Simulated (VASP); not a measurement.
# Ru (P6_3/mmc) in VASP: further runs

One crystal, Ru, is run at these levels: PBEsol; tasks: single point.

Everything below comes from runs of VASP 6.6.1. Logs are shortened: lines on timing, memory, paths and dates and some standing lists are left out, and cuts for length are marked.

**1. The undisturbed crystal**

It takes space group P6_3/mmc (No. 194, hexagonal). Conventional cell: a = 2.706 Å, b = 2.706 Å, c = 4.282 Å, α = 90.00°, β = 90.00°, γ = 120.00°. Around Ru (site symmetry -6m2) lie 12 Ru at 2.65 to 2.71 Å.

**2. Single point, PBEsol (grid = ENCUT=400 dk=0.35 cell=3x3x2 ISMEAR=1 SIGMA=0.02 LREAL=Auto EDIFF=1e-06)**

File INCAR:

```
SYSTEM = Ru
PREC = Accurate
ENCUT = 400
EDIFF = 1E-6
ISMEAR = 1
SIGMA = 0.02
LREAL = Auto
LASPH = .TRUE.
NELM = 120
ALGO = Fast
ISIF = 2
LWAVE = .FALSE.
LCHARG = .FALSE.
GGA = PS
NBANDS = 288
NCORE = 1
KPAR = 2
```

File KPOINTS:

```
Automatic mesh
0
G
  3 3 3
  0 0 0
```

File POSCAR:

```
Ru
1.0
    8.1174000000      0.0000000000      0.0000000000
   -4.0587000000      7.0298746128      0.0000000000
    0.0000000000      0.0000000000      8.5638000000
Ru
36
Direct
    0.2222222222      0.1111111111      0.3750000000
    0.2222222222      0.1111111111      0.8750000000
    0.2222222222      0.4444444444      0.3750000000
    0.2222222222      0.4444444444      0.8750000000
    0.2222222222      0.7777777778      0.3750000000
    0.2222222222      0.7777777778      0.8750000000
    0.5555555556      0.1111111111      0.3750000000
    0.5555555556      0.1111111111      0.8750000000
    0.5555555556      0.4444444444      0.3750000000
    0.5555555556      0.4444444444      0.8750000000
    0.5555555556      0.7777777778      0.3750000000
    0.5555555556      0.7777777778      0.8750000000
    0.8888888889      0.1111111111      0.3750000000
    0.8888888889      0.1111111111      0.8750000000
    0.8888888889      0.4444444444      0.3750000000
    0.8888888889      0.4444444444      0.8750000000
    0.8888888889      0.7777777778      0.3750000000
    0.8888888889      0.7777777778      0.8750000000
    0.1111111111      0.2222222222      0.1250000000
    0.1111111111      0.2222222222      0.6250000000
    0.1111111111      0.5555555556      0.1250000000
    0.1111111111      0.5555555556      0.6250000000
    0.1111111111      0.8888888889      0.1250000000
    0.1111111111      0.8888888889      0.6250000000
    0.4444444444      0.2222222222      0.1250000000
    0.4444444444      0.2222222222      0.6250000000
    0.4444444444      0.5555555556      0.1250000000
    0.4444444444      0.5555555556      0.6250000000
    0.4444444444      0.8888888889      0.1250000000
    0.4444444444      0.8888888889      0.6250000000
    0.7777777778      0.2222222222      0.1250000000
    0.7777777778      0.2222222222      0.6250000000
    0.7777777778      0.5555555556      0.1250000000
    0.7777777778      0.5555555556      0.6250000000
    0.7777777778      0.8888888889      0.1250000000
    0.7777777778      0.8888888889      0.6250000000
```

Potentials or basis: VASP PAW PBE potentials, release 64 (Ru_pv).

Launch:

```sh
cat potpaw_PBE.64/Ru_pv/POTCAR > POTCAR
mpirun -np 4 vasp_std > vasp.out
```

OUTCAR:

```text
SYSTEM = Ru
   PREC = Accurate
   ENCUT = 400
   EDIFF = 1E-6
   ISMEAR = 1
   LREAL = Auto
   LASPH = .TRUE.
   NELM = 120
   ISIF = 2
   GGA = PS

 Found      6 irreducible k-points:

 Following reciprocal coordinates:
            Coordinates               Weight
  0.000000  0.000000  0.000000      1.000000
  0.333333  0.000000  0.000000      6.000000
  0.333333  0.333333  0.000000      2.000000
  0.000000  0.000000  0.333333      2.000000
  0.333333  0.000000  0.333333     12.000000
  0.333333  0.333333  0.333333      4.000000
   k-points           NKPTS =      6   k-points in BZ     NKDIM =      6   number of bands    NBANDS=    288
   number of dos      NEDOS =    301   number of ions     NIONS =     36
   total plane-waves  NPLWV = 163296
   dimension x,y,z NGX =    54 NGY =   54 NGZ =   56
   dimension x,y,z NGXF=   108 NGYF=  108 NGZF=  112
   ions per type =              36
   NGX,Y,Z   is equivalent  to a cutoff of  11.06, 11.06, 10.87 a.u.
   NGXF,Y,Z  is equivalent  to a cutoff of  22.12, 22.12, 21.74 a.u.
 SYSTEM =  Ru
   PREC   = accura    normal or accurate (medium, high low for compatibility)
   ISTART =      0    job   : 0-new  1-cont  2-samecut
   ICHARG =      2    charge: 1-file 2-atom 10-const
   ISPIN  =      1    spin polarized calculation?
   LNONCOLLINEAR =      F non collinear calculations
   LSORBIT =      F    spin-orbit coupling
   LASPH  =      T    aspherical Exc in radial PAW
   ENCUT  =  400.0 eV  29.40 Ry    5.42 a.u.  13.24 13.24 13.97*2*pi/ulx,y,z
   NELM   =    120;   NELMIN=  2; NELMDL= -5     # of ELM steps
   EDIFF  = 0.1E-05   stopping-criterion for ELM
   LREAL  =      T    real-space projection
   EDIFFG = 0.1E-04   stopping-criterion for IOM
   NSW    =      0    number of steps for IOM
   IBRION =     -1    ionic relax: 0-MD 1-quasi-New 2-CG
   NFREE  =      0    steps in history (QN), initial steepest desc. (CG)
   ISIF   =      2    stress and relaxation
   ISYM   =      2    0-nonsym 1-usesym 2-fastsym
   POTIM  = 0.5000    time-step for ionic-motion
   TEBEG  =    0.0;   TEEND  =   0.0 temperature during run
   PSTRESS=    0.0 pullay stress
   NELECT =     504.0000    total number of electrons
   NUPDOWN=      -1.0000    fix difference up-down
   EMIN   =  10.00;   EMAX   =-10.00  energy-range for DOS
   EFERMI =   0.00;   METHOD = LEGACY
   ISMEAR =     1;   SIGMA  =   0.02  broadening in eV -4-tet -1-fermi 0-gaus
   EFERMI_NEDOS =   21; number of points for ismear=-14 and -15
   IALGO  =     68    algorithm
   IMIX   =      4    mixing-type and parameters
     AMIX     =   0.40;   BMIX     =  1.00
     AMIX_MAG =   1.60;   BMIX_MAG =  1.00
  volume/ion in A,a.u.               =      13.57        91.61
  Fermi-wavevector in a.u.,A,eV,Ry     =   1.654022  3.125649 37.222674  2.735789
  Thomas-Fermi vector in A             =   2.742361
   LORBIT       =      0    0 simple, 1 ext, 2 COOP (PROOUT), +10 PAW based schemes
   GGA     = PS    functional components
   LHFCALC =     F    Hartree Fock is set to
   AEXX    =    0.0000 exact exchange contribution
   IVDW    =     0    specifies the selected vdW correction
   LEPSILON=     F    determine dielectric tensor
   LRPA    =     F    only Hartree local field effects (RPA)
 non-spin polarized calculation
 RMM-DIIS sequential band-by-band and
 Methfessel and Paxton  Order N= 1 SIGMA  =   0.02
  energy-cutoff  :      400.00
  volume of cell :      488.69
 maximum number of plane-waves:      8889
 NGX is ok and might be reduce to    54
   NGX = 27   NGY = 27   NGZ = 27

 number of electron     504.0000132 magnetization

 Free energy of the ion-electron system (eV)
  ---------------------------------------------------
  ext. energy  EPLUGINS =         0.00000000
  ---------------------------------------------------
  free energy    TOTEN  =      -366.31442866 eV

  energy without entropy =     -366.31199430  energy(sigma->0) =     -366.31361721

 E-fermi :  12.7719     XC(G=0): -14.2824

 val. band max:       12.6905782646   @ k =   0.3333   0.3333   0.0000
 cond. band min:      12.7739118194   @ k =   0.3333   0.3333   0.3333
 fundamental gap:      0.0833335548
 Fermi energy:        12.7719317325

 k-point     1 :       0.0000    0.0000    0.0000
  band No.  band energies     occupation
      1     -30.8924      2.00000
      2     -30.6592      2.00000
      3     -30.6592      2.00000
      4     -30.6592      2.00000
      5     -30.6592      2.00000
      6     -30.6449      2.00000
[... 256 lines left out ...]
    263      13.3639      0.00000
    264      13.3639      0.00000

 k-point     2 :       0.3333    0.0000    0.0000
  band No.  band energies     occupation
      1     -30.8508      2.00000
      2     -30.7812      2.00000
      3     -30.7812      2.00000
      4     -30.7353      2.00000
      5     -30.7110      2.00000
      6     -30.7110      2.00000
[... 256 lines left out ...]
    263      13.4201      0.00000
    264      13.5529      0.00000

 k-point     3 :       0.3333    0.3333    0.0000
  band No.  band energies     occupation
      1     -30.7737      2.00000
      2     -30.7737      2.00000
      3     -30.7737      2.00000
      4     -30.7737      2.00000
      5     -30.7737      2.00000
      6     -30.7737      2.00000
[... 256 lines left out ...]
    263      13.8907      0.00000
    264      13.8920      0.00000

 k-point     4 :       0.0000    0.0000    0.3333
  band No.  band energies     occupation
      1     -30.8197      2.00000
      2     -30.6929      2.00000
      3     -30.6929      2.00000
      4     -30.6929      2.00000
      5     -30.6929      2.00000
      6     -30.6929      2.00000
[... 256 lines left out ...]
    263      13.2353      0.00000
    264      13.2357      0.00000

 k-point     5 :       0.3333    0.0000    0.3333
  band No.  band energies     occupation
      1     -30.8041      2.00000
      2     -30.7857      2.00000
      3     -30.7538      2.00000
      4     -30.7341      2.00000
      5     -30.7341      2.00000
      6     -30.7013      2.00000
[... 256 lines left out ...]
    263      13.2949      0.00000
    264      13.2949      0.00000

 k-point     6 :       0.3333    0.3333    0.3333
  band No.  band energies     occupation
      1     -30.7907      2.00000
      2     -30.7907      2.00000
      3     -30.7907      2.00000
      4     -30.7412      2.00000
      5     -30.7412      2.00000
      6     -30.7412      2.00000
[... 256 lines left out ...]
    263      13.5069      0.00000
    264      13.5069      0.00000
 [bands above 264 left out]

------------------------ aborting loop because EDIFF is reached ----------------------------------------

  FORCE on cell =-STRESS in cart. coord.  units (eV):
  Direction    XX          YY          ZZ          XY          YZ          ZX
  --------------------------------------------------------------------------------------
  -------------------------------------------------------------------------------------
  Total      -22.0058245    -22.0058245    -23.9450377      0.0000000      0.0000000      0.0000000
  in kB      -72.1468185    -72.1468185    -78.5045927      0.0000000      0.0000000      0.0000000
  external PRESSURE =     -74.2660766 kB  Pullay stress =       0.0000000 kB

 VOLUME and BASIS-vectors are now :
 -----------------------------------------------------------------------------
  energy-cutoff  :      400.00
  volume of cell :      488.69
      direct lattice vectors                 reciprocal lattice vectors
     8.117400000  0.000000000  0.000000000     0.123192155  0.071125024  0.000000000
    -4.058700000  7.029874613  0.000000000     0.000000000  0.142250048  0.000000000
     0.000000000  0.000000000  8.563800000     0.000000000  0.000000000  0.116770592

 POSITION                                       TOTAL-FORCE (eV/Angst)
 -----------------------------------------------------------------------------------
      1.35290      0.78110      3.21143        -0.000000      0.000000      0.000000
      1.35290      0.78110      7.49333        -0.000000     -0.000000      0.000000
      0.00000      3.12439      3.21143        -0.000000     -0.000000      0.000000
      0.00000      3.12439      7.49333        -0.000000     -0.000000     -0.000000
     -1.35290      5.46768      3.21143        -0.000000      0.000000      0.000000
     -1.35290      5.46768      7.49333        -0.000000     -0.000000     -0.000000
[... 28 lines left out ...]
      2.70580      6.24878      1.07048         0.000000     -0.000000     -0.000000
      2.70580      6.24878      5.35238         0.000000      0.000000      0.000000
 -----------------------------------------------------------------------------------
    total drift:                                0.000000      0.000000      0.000000

  FREE ENERGIE OF THE ION-ELECTRON SYSTEM (eV)
  ---------------------------------------------------
  free  energy   TOTEN  =      -366.3144286608 eV

  energy  without entropy=     -366.3119942996  energy(sigma->0) =     -366.31361721
```

Run time: 3.7 min. Hardware: 4 MPI ranks of Intel Xeon 6975P-C (Granite Rapids), shared host; peak memory 0.44 GiB.

These settings aren't checked as converged: the numbers below hold their error.

What came out:

```
Free energy            : -366.3144 eV
Pressure               : -7.4 GPa
Band gap on the k mesh : none (metal or under the smearing width)
```

Caveat: the PAW data sets were made with another functional, which shifts forces and pressure a little.

**3. Single point, PBEsol (grid = ENCUT=460 dk=0.35 cell=3x3x2 ISMEAR=1 SIGMA=0.1 LREAL=Auto EDIFF=1e-06)**

Edit INCAR of step 2 so:

```diff
@@ -2,6 +2,6 @@
 PREC = Accurate
-ENCUT = 400
+ENCUT = 460
 EDIFF = 1E-6
 ISMEAR = 1
-SIGMA = 0.02
+SIGMA = 0.1
 LREAL = Auto
```

KPOINTS is that of step 2.

POSCAR is that of step 2.

Potentials or basis: VASP PAW PBE potentials, release 64 (Ru_pv).

Launch:

```sh
cat potpaw_PBE.64/Ru_pv/POTCAR > POTCAR
mpirun -np 4 vasp_std > vasp.out
```

OUTCAR:

```text
SYSTEM = Ru
   PREC = Accurate
   ENCUT = 460
   EDIFF = 1E-6
   ISMEAR = 1
   LREAL = Auto
   LASPH = .TRUE.
   NELM = 120
   ISIF = 2
   GGA = PS

 Found      6 irreducible k-points:

 Following reciprocal coordinates:
            Coordinates               Weight
  0.000000  0.000000  0.000000      1.000000
  0.333333  0.000000  0.000000      6.000000
  0.333333  0.333333  0.000000      2.000000
  0.000000  0.000000  0.333333      2.000000
  0.333333  0.000000  0.333333     12.000000
  0.333333  0.333333  0.333333      4.000000
   k-points           NKPTS =      6   k-points in BZ     NKDIM =      6   number of bands    NBANDS=    288
   number of dos      NEDOS =    301   number of ions     NIONS =     36
   total plane-waves  NPLWV = 216000
   dimension x,y,z NGX =    60 NGY =   60 NGZ =   60
   dimension x,y,z NGXF=   120 NGYF=  120 NGZF=  120
   ions per type =              36
   NGX,Y,Z   is equivalent  to a cutoff of  12.29, 12.29, 11.65 a.u.
   NGXF,Y,Z  is equivalent  to a cutoff of  24.58, 24.58, 23.30 a.u.
 SYSTEM =  Ru
   PREC   = accura    normal or accurate (medium, high low for compatibility)
   ISTART =      0    job   : 0-new  1-cont  2-samecut
[... 67 lines left out ...]
      1     -30.8923      2.00000
      2     -30.6596      2.00000
      3     -30.6596      2.00000
      4     -30.6596      2.00000
      5     -30.6596      2.00000
      6     -30.6454      2.00000
[... 1591 lines left out ...]
    263      13.5072     -0.00000
    264      13.5072     -0.00000
 [bands above 264 left out]

------------------------ aborting loop because EDIFF is reached ----------------------------------------

  FORCE on cell =-STRESS in cart. coord.  units (eV):
  Direction    XX          YY          ZZ          XY          YZ          ZX
  --------------------------------------------------------------------------------------
  -------------------------------------------------------------------------------------
  Total      -19.9360374    -19.9360374    -21.7719930     -0.0000000      0.0000000      0.0000000
  in kB      -65.3609535    -65.3609535    -71.3801944     -0.0000000      0.0000000      0.0000000
  external PRESSURE =     -67.3673671 kB  Pullay stress =       0.0000000 kB

 VOLUME and BASIS-vectors are now :
 -----------------------------------------------------------------------------
  energy-cutoff  :      460.00
  volume of cell :      488.69
      direct lattice vectors                 reciprocal lattice vectors
     8.117400000  0.000000000  0.000000000     0.123192155  0.071125024  0.000000000
    -4.058700000  7.029874613  0.000000000     0.000000000  0.142250048  0.000000000
     0.000000000  0.000000000  8.563800000     0.000000000  0.000000000  0.116770592

 POSITION                                       TOTAL-FORCE (eV/Angst)
 -----------------------------------------------------------------------------------
      1.35290      0.78110      3.21143        -0.000000     -0.000000      0.000000
      1.35290      0.78110      7.49333        -0.000000      0.000000     -0.000000
      0.00000      3.12439      3.21143        -0.000000      0.000000      0.000000
      0.00000      3.12439      7.49333        -0.000000     -0.000000     -0.000000
     -1.35290      5.46768      3.21143        -0.000000     -0.000000      0.000000
     -1.35290      5.46768      7.49333        -0.000000     -0.000000      0.000000
[... 28 lines left out ...]
      2.70580      6.24878      1.07048         0.000000     -0.000000      0.000000
      2.70580      6.24878      5.35238         0.000000      0.000000      0.000000
 -----------------------------------------------------------------------------------
    total drift:                                0.000000      0.000000      0.000000

  FREE ENERGIE OF THE ION-ELECTRON SYSTEM (eV)
  ---------------------------------------------------
  free  energy   TOTEN  =      -366.3194216560 eV

  energy  without entropy=     -366.3443213760  energy(sigma->0) =     -366.32772156
```

Wall time 4.3 min (4 MPI ranks of Intel Xeon 6975P-C (Granite Rapids), shared host); peak memory 0.49 GiB.

These settings aren't checked as converged: the numbers below hold their error.

What came out:

```
Free energy            : -366.3194 eV
Pressure               : -6.7 GPa
Band gap on the k mesh : none (metal or under the smearing width)
```

Caveat: the PAW data sets were made with another functional, which shifts forces and pressure a little.

**4. The reference run**

An earlier run on the cell as given: functional PBE; potentials or basis VASP PAW PBE potentials, release 64 (Ru_pv); cutoff 520 eV; k mesh 11 × 11 × 6; occupations fermi-dirac, width 0.05 eV; no spin polarisation.

* Pressure: 4.5 GPa
* Band gap on the k mesh: none (metal or under the smearing width)
